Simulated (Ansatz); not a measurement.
# MnO (Fm-3m) in Ansatz: further runs, part 2 of 2

Ansatz 0.2.0. Earlier steps stand in the parts before.

## Step 3: Relaxation of cell and atoms, PBEsol+D3(BJ), collinear spin, ferromagnetic start

input.yaml

```yaml
crystal:
  lattice:
    - [0.0, 2.2239077028, 2.2239077028]
    - [2.2239077028, 0.0, 2.2239077028]
    - [2.2239077028, 2.2239077028, 0.0]
  atoms:
    - { symbol: Mn, position: [0.0, 0.0, 0.0], spin: 4.0 }
    - { symbol: O, position: [0.5, 0.5, 0.5] }
hamiltonian:
  xc: pbesol
  pseudopotentials: { kind: paw }
  dispersion: d3bj
magnetization:
  spin_polarized: true
kpoints:
  mp_grid: { grid: [10, 10, 10] }
scf:
  occupations: { method: fermi_dirac, width: 0.05 }
output:
  forces: true
  stress: true
  write_density: true
  write_potential: true
  elf: true
  volumetric_format: npy
relax:
  f_tol: 0.01
  max_steps: 40
  cell: { stress_tol: 0.05 }
```

Potentials or basis: Ansatz PAW.

On the command line:

```sh
ansatz run input.yaml --threads 2 --pin off --max-ram 5632MiB --backend cpu --events-out ev --progress --plain --runs-dir out
```

The log of the run:

```text
Warning: RAYON_NUM_THREADS=2 ignored (pool sized by the plan → 2); use --threads N
Engine: ansatz 0.2.0, aarch64-unknown-linux-gnu
Pseudopotentials: kind: paw
Pseudopotential: Mn, paw, valence charge 15, recommended cutoff 420 eV (normal), Mn.paw.azcp
Pseudopotential: O, paw, valence charge 6, recommended cutoff 420 eV (normal), O.paw.azcp
Functional definition: PBEsol
  exchange = pbesol_x
  correlation = pbesol_c
Crystal: 2 atoms, lattice volume = 21.998 Å³
Basis set: ecut = 420 eV, 411 PW (Γ), exchange–correlation on 48×48×48 points (8 copies of the dense FFT grid, shifted against one another)
Bands: 17, of which v1, the nominal top of the filled ones, is band 11 counted from 1 (10 counted from 0)
Symmetry: 48 space group operations
Space group: Fm-3m (ITA 225), of the structure as read, at distance tolerance 2.8e-5 Å
Magnetic group: BNS 225.116 (UNI 1618), of the structure as read, at distance tolerance 2.8e-5 Å
k-points: 47 of 1000
Non-local potential: Mn, projectors of the file, l = 0: 3, l = 1: 2, l = 2: 3, l = 3: 1
Non-local potential: O, projectors of the file, l = 0: 2, l = 1: 2, l = 2: 1
PAW form: soft (Blöchl's): semilocal exchange-correlation on the pseudo side does not see the compensation charge
PAW frozen core: Mn, regenerated for the run's functional, and the local potential with it (the file was generated under x = pbe(κ = 0.804, μ = 0.2195149727645171), c = pbe(β = 0.06672455060314922))
PAW frozen core: O, regenerated for the run's functional, and the local potential with it (the file was generated under x = pbe(κ = 0.804, μ = 0.2195149727645171), c = pbe(β = 0.06672455060314922))
PAW one-centre angular grid: Mn, 590 points (default); XC on 64 Gauss nodes
PAW one-centre angular grid: O, 110 points (default); XC on 64 Gauss nodes
[... 264 lines left out ...]
  E_ewald      = -2252.260722
  E_disp       = -0.538944  (pairwise vdW)
  E_core_change = 0.204938  (= ΣΔE_core)
  E_smearing   = -0.008451  (= −TS)
  E_closure    = 0.000000  (closes the sum)
  Σ components = -4429.844222   (vs F -4429.844222, Δ=0.00e0)
--- Forces (eV/Å), atoms counted from 1 ---
  atom   1  Mn    -0.00000000     0.00000000     0.00000000
  atom   2  O      0.00000000    -0.00000000     0.00000000
  max |Σ_I F_I| component: 5.19e-30 eV/Å
--- Stress (GPa, compression-positive) ---
        0.015566      -0.000000      -0.000000
       -0.000000       0.015566       0.000000
       -0.000000      -0.000000       0.015566
  P = ⅓ Tr σ = 0.0156 GPa (0.156 kbar)
--- Band table (eV; the first three rows and the last of 94) ---
  k-point 0 ↑: bands = ["-68.1233", "-36.9841", "-36.9841", "-36.9841", "-7.0251", "9.4039", "9.4039", "9.4039", "9.9859", "9.9859", "9.9859", "10.5111", "10.5111", "12.5277", "26.8992", "29.2100", "29.2100"]
  k-point 1 ↑: bands = ["-68.1227", "-36.9903", "-36.9849", "-36.9849", "-6.9389", "8.5243", "8.8697", "8.8697", "10.1034", "10.1034", "10.2356", "11.0525", "11.0525", "13.2345", "25.8010", "28.8565", "28.8565"]
  k-point 2 ↑: bands = ["-68.1210", "-37.0064", "-36.9869", "-36.9869", "-6.7045", "7.1825", "8.1417", "8.1417", "10.3163", "10.3163", "10.4911", "11.9071", "11.9071", "14.5481", "23.8386", "27.6556", "27.6556"]
  k-point 46 ↓: bands = ["-63.4140", "-32.4202", "-32.4070", "-32.3932", "-5.5336", "7.2066", "7.7782", "8.0252", "13.9183", "14.8765", "15.3182", "15.5935", "16.0267", "21.5778", "22.3132", "23.1883", "25.8189"]
--- Relaxed structure (16 steps of the walk, 8 accepted, 1 SCFs on fresh bases) ---
  F+E_penalty+E_count = -4429.84422236 eV   max|allowed force component| = 3.747e-30 eV/Å   (the final SCF, on the basis selected at the relaxed cell)
  cell:  # Å, volume = 22.0656 Å³
    - [3.0563525813705035e-34, 2.2261898103881994, 2.2261898103881994]
    - [2.2261898103881994, -7.007007489102392e-34, 2.2261898103881994]
    - [2.2261898103881994, 2.2261898103881994, -1.1464587074015083e-34]
  atoms:
    - { symbol: Mn, position: [-1.640902069025325e-48, 1.2819547414260352e-48, 5.589322672617512e-48] }
    - { symbol: O, position: [0.5, 0.5, 0.5] }
```

rho_z.tsv:

```text
# z_ang	rho[e/angstrom^3]	rho_spin[e/angstrom^3]
# format = ansatz-planar-average/11
# lattice	0.000000000	2.226189810	2.226189810
# lattice	2.226189810	-0.000000000	2.226189810
# lattice	2.226189810	2.226189810	-0.000000000
# sites	2
# site	25	0.000000000	0.000000000	-0.000000000
# site	8	2.226189810	2.226189810	2.226189810
0.000000	2.008307e0	6.252614e-1
0.131179	1.895508e0	5.878151e-1
0.262359	1.599301e0	4.905141e-1
0.393538	1.222534e0	3.683341e-1
0.524718	8.749543e-1	2.550727e-1
0.655897	6.272509e-1	1.687124e-1
[... 16 lines left out ...]
2.885949	1.599301e0	4.905141e-1
3.017128	1.895508e0	5.878151e-1
```

v_z.tsv:

```text
# z_ang	v_es[eV]	v_tot_up[eV]	v_tot_dn[eV]
# format = ansatz-planar-average/11
# xc	pbesol
# density_cutoff_ev	1680
# datasets	Mn=:simpson_from_first_knot:soft:shift=-858434	O=:simpson_from_first_knot:soft:shift=-234619
# lattice	0.000000000	2.226189810	2.226189810
# lattice	2.226189810	-0.000000000	2.226189810
# lattice	2.226189810	2.226189810	-0.000000000
# sites	2
# site	25	0.000000000	0.000000000	-0.000000000
# site	8	2.226189810	2.226189810	2.226189810
0.000000	5.293764e-1	-1.233254e1	-1.077150e1
0.131179	7.792564e-1	-1.202901e1	-1.048162e1
0.262359	1.515886e0	-1.113676e1	-9.630829e0
0.393538	2.705693e0	-9.720443e0	-8.279292e0
0.524718	4.276125e0	-7.911073e0	-6.551203e0
0.655897	6.061050e0	-5.928828e0	-4.666839e0
[... 16 lines left out ...]
2.885949	1.515886e0	-1.113676e1	-9.630829e0
3.017128	7.792564e-1	-1.202901e1	-1.048162e1
```

Run time: 22 s. Hardware: 2 threads of Arm Neoverse V1, shared host; peak memory 0.31 GiB.

What came out:

```yaml
Free_energy: -4429.8442 eV
Relaxed_volume: 11.03 Å³/atom
Relaxed_cell: a = 3.148 Å, b = 3.148 Å, c = 3.148 Å, α = 60.00°, β = 60.00°, γ = 60.00°
Space_group_after_relaxing_to_0.05_Å: Fm-3m (No. 225)
Energy_gained_by_relaxing: 15.5 meV/atom
Ionic_steps: 9
Pressure_after_relaxing: 0.0 GPa
Band_gap_on_the_k_mesh: none (metal or under the smearing width)
Net_moment: 4.77 μB per cell
Absolute_moment: 4.77 μB per cell
Site_moments: Mn +4.04; O +0.23 μB
```

Step by step:
| step | energy change (eV) | largest force (eV/Å) | volume (Å³) |
| --- | --- | --- | --- |
| 1 | 0.0000 | 0.0000 | 22.00 |
| 2 | -0.0059 | 0.0000 | 22.39 |
| 3 | -0.0104 | 0.0000 | 22.34 |
| 4 | -0.0306 | 0.0000 | 22.06 |
| 5 | -0.0306 | 0.0000 | 22.07 |
| 6 | -0.0308 | 0.0000 | 22.07 |
| 7 | -0.0308 | 0.0000 | 22.07 |
| 8 | -0.0308 | 0.0000 | 22.07 |
| 9 | -0.0310 | 0.0000 | 22.07 |

Final structure:
```
Mn O
1.0
     0.00000    2.22619    2.22619
     2.22619    0.00000    2.22619
     2.22619    2.22619    0.00000
Mn O
1 1
Direct
  0.00000 0.00000 0.00000
  0.50000 0.50000 0.50000
```

Levels at points of the mesh, in eV from the Fermi level:
Spin up:
| k point | band 11 | band 12 | band 13 | band 14 | band 15 | band 16 |
| --- | --- | --- | --- | --- | --- | --- |
| (0.00, 0.00, 0.00) | -3.20 | -2.67 | -2.67 | -0.66 | 13.71 | 16.03 |
| (0.00, 0.00, -0.50) | -1.86 | 0.22 | 0.22 | 3.29 | 7.59 | 11.63 |
| (0.00, -0.50, -0.50) | -2.01 | -2.01 | -1.89 | 4.85 | 7.65 | 10.20 |
Spin down:
| k point | band 5 | band 6 | band 7 | band 8 | band 9 | band 10 | band 11 | band 12 |
| --- | --- | --- | --- | --- | --- | --- | --- | --- |
| (0.00, 0.00, 0.00) | -19.74 | -3.35 | -3.35 | -3.35 | 0.65 | 0.72 | 0.72 | 0.72 |
| (0.00, 0.00, -0.50) | -18.77 | -7.40 | -4.85 | -4.85 | 1.91 | 1.96 | 1.96 | 3.64 |
| (0.00, -0.50, -0.50) | -18.80 | -6.44 | -4.34 | -4.34 | -0.88 | 1.96 | 2.15 | 2.41 |

Caveat: the plane-wave basis is chosen anew once the cell has moved, so the energies of steps on either side of that aren't comparable; the pressure holds a Pulay correction of +0.6 GPa for the finite cutoff; a cell with one magnetic atom can't hold antiferromagnetic order, which such compounds often take; semilocal functionals often make such compounds metallic where correlation or magnetic order opens a gap, which also shifts bond lengths; pairwise dispersion overbinds metals, which lowers pressure and volume; the PAW data sets come from PBE, with cores solved anew for the run's functional, which leaves a small shift of forces and pressure. With open d or f shells a metallic result of PBEsol can be an artefact of self-interaction; +U or a hybrid may open a gap.

## Step 4: Relaxation of cell and atoms, PBEsol+D4, collinear spin, ferromagnetic start

Edit input.yaml of step 3 so:

```diff
@@ -11,3 +11,3 @@
   pseudopotentials: { kind: paw }
-  dispersion: d3bj
+  dispersion: d4
 magnetization:
@@ -21,6 +21,2 @@
   stress: true
-  write_density: true
-  write_potential: true
-  elf: true
-  volumetric_format: npy
 relax:
```

Potentials or basis: Ansatz PAW.

On the command line:

```sh
ansatz run input.yaml --threads 2 --pin off --max-ram 5632MiB --backend cpu --events-out ev --progress --plain --runs-dir out
```

The log of the run:

```text
Warning: RAYON_NUM_THREADS=2 ignored (pool sized by the plan → 2); use --threads N
[... 7 set-up lines as earlier in the session ...]
Crystal: 2 atoms, lattice volume = 21.998 Å³
Basis set: ecut = 420 eV, 411 PW (Γ), exchange–correlation on 48×48×48 points (8 copies of the dense FFT grid, shifted against one another)
Bands: 17, of which v1, the nominal top of the filled ones, is band 11 counted from 1 (10 counted from 0)
[... 2 set-up lines as earlier in the session ...]
Magnetic group: BNS 225.116 (UNI 1618), of the structure as read, at distance tolerance 2.8e-5 Å
k-points: 47 of 1000
[... 8 set-up lines as earlier in the session ...]
Starting moments: Σ|m| = 4 μB on 1 of 2 sites
[... 1 set-up line as earlier in the session ...]
Functional: x = pbesol(κ = 0.804, μ = 0.12345679012345678), c = pbesol(β = 0.046)
SCF iter   1: F=—  HF=-4429.965001 eV  |F-HF|=—  |Δ(HF+E_count)|=         —  Δρ=1.29e-1 (↑1.29e-1 ↓7.65e-2)  dr2=6.99e0  dr2_m=4.27e-1  M=4.277 μB ∫|m|=4.277 μB  β_m=0.30  ethr=3.10e-3  ⟨swp⟩=3.7  Hψ=6498  notcnv=0
Mixer restart at iter 1: flushing history
[... 228 lines left out ...]
Free energy (F): -4429.728425 eV
Harris-Foulkes:  -4429.728425 eV  (|F-HF|=9.09e-13)
Internal energy: -4429.718099 eV  (E = F + TS)
E sigma→0 (E₀):  -4429.723262 eV
Entropy (-TS):   -0.010326 eV (-5.163 meV/atom)
Fermi energy:    14.248603 eV
--- Per-component energies (eV) ---
  E_band       = -232.373855
  E_kinetic    = 474.783838
  E_local      = -2169.652434  (includes V_loc(G=0)·N_el)
  E_nonlocal   = 303.290684
  E_hartree    = 869.110387
  E_xc         = -183.078974
  E_vxc        = -235.115692  (∫ρ·V_xc dr)
  E_paw        = -1429.702844  (= ΣΔE_a)
  E_vpaw       = -343.903411  (= ΣTr[D̂ρ^β])
  E_aug_tail   = 0.002367  (compensation charges beyond the density's cutoff)
  E_ewald      = -2294.292950
  E_disp       = -0.383112  (pairwise vdW)
  E_core_change = 0.204938  (= ΣΔE_core)
  E_smearing   = -0.010326  (= −TS)
  E_closure    = 0.000000  (closes the sum)
  Σ components = -4429.728425   (vs F -4429.728425, Δ=0.00e0)
--- Forces (eV/Å), atoms counted from 1 ---
  atom   1  Mn    -0.00000000     0.00000000    -0.00000000
  atom   2  O      0.00000000    -0.00000000     0.00000000
  max |Σ_I F_I| component: 8.23e-29 eV/Å
--- Stress (GPa, compression-positive) ---
        0.010336      -0.000000      -0.000000
       -0.000000       0.010336      -0.000000
       -0.000000      -0.000000       0.010336
  P = ⅓ Tr σ = 0.0103 GPa (0.103 kbar)
--- Relaxed structure (15 steps of the walk, 8 accepted, 2 SCFs on fresh bases) ---
  F+E_penalty+E_count = -4429.72842478 eV   max|allowed force component| = 4.299e-29 eV/Å   (the final SCF, on the basis selected at the relaxed cell)
  cell:  # Å, volume = 20.8750 Å³
    - [1.337472815289569e-34, 2.185405255478112, 2.185405255478112]
    - [2.185405255478112, -1.932658545059807e-34, 2.185405255478112]
    - [2.185405255478112, 2.185405255478112, -3.031410482998442e-34]
  atoms:
    - { symbol: Mn, position: [-1.0825145429580969e-35, 1.1727240882049297e-35, 1.533562269191821e-35] }
    - { symbol: O, position: [0.49999999999999994, 0.49999999999999994, 0.49999999999999994] }
```

It took 27 s on 2 threads of Arm Neoverse V1, shared host; peak memory 0.31 GiB.

What came out:

| Item | Value |
| --- | --- |
| Free energy | -4429.7284 eV |
| Relaxed volume | 10.44 Å³/atom |
| Relaxed cell | a = 3.091 Å, b = 3.091 Å, c = 3.091 Å, α = 60.00°, β = 60.00°, γ = 60.00° |
| Space group after relaxing (to 0.05 Å) | Fm-3m (No. 225) |
| Energy gained by relaxing | 25.6 meV/atom |
| Ionic steps | 10 |
| Pressure after relaxing | 0.0 GPa |
| Net moment | 4.56 μB per cell |
| Absolute moment | 4.56 μB per cell |
| Site moments | Mn +3.86; O +0.21 μB |

Step by step:
```csv
step,energy change (eV),largest force (eV/Å),volume (Å³)
1,0.0000,0.0000,22.00
2,-0.0473,0.0000,21.08
3,-0.0540,0.0000,20.91
4,-0.0547,0.0000,20.87
5,-0.0547,0.0000,20.88
6,-0.0547,0.0000,20.88
7,-0.0547,0.0000,20.88
8,-0.0512,0.0000,20.88
9,-0.0512,0.0000,20.87
10,-0.0512,0.0000,20.87
```

Final structure:
```
CELL_PARAMETERS angstrom
0.00000 2.18541 2.18541
2.18541 0.00000 2.18541
2.18541 2.18541 0.00000
ATOMIC_POSITIONS crystal
Mn 0.00000 0.00000 0.00000
O 0.50000 0.50000 0.50000
```

Caveat: the plane-wave basis is chosen anew once the cell has moved, so the energies of steps on either side of that aren't comparable; the pressure holds a Pulay correction of +0.7 GPa for the finite cutoff; a cell with one magnetic atom can't hold antiferromagnetic order, which such compounds often take; the PAW data sets come from PBE, with cores solved anew for the run's functional, which leaves a small shift of forces and pressure.

## Step 5: Summary

```tsv
level	pressure (GPa)	moment (μB)	relaxed volume (Å³/atom)
PBE+D4	0.0	4.68	10.62
PBEsol+D3(BJ)	0.0	4.77	11.03
PBEsol+D4	0.0	4.56	10.44
```

Alike in all rows: task relaxation of cell and atoms; potentials or basis Ansatz PAW; spin collinear, ferromagnetic start; cell relaxed; k mesh 10 × 10 × 10; cutoff (eV) 420; smearing fermi-dirac 0.05 eV.

Caveats: the plane-wave basis is chosen anew once the cell has moved, so the energies of steps on either side of that aren't comparable; a cell with one magnetic atom can't hold antiferromagnetic order, which such compounds often take; the PAW data sets come from PBE, with cores solved anew for the run's functional, which leaves a small shift of forces and pressure (some runs); semilocal functionals often make such compounds metallic where correlation or magnetic order opens a gap, which also shifts bond lengths (some runs); pairwise dispersion overbinds metals, which lowers pressure and volume (some runs).

Total energies depend on the potentials used, so only differences within one code and one set of settings carry meaning.
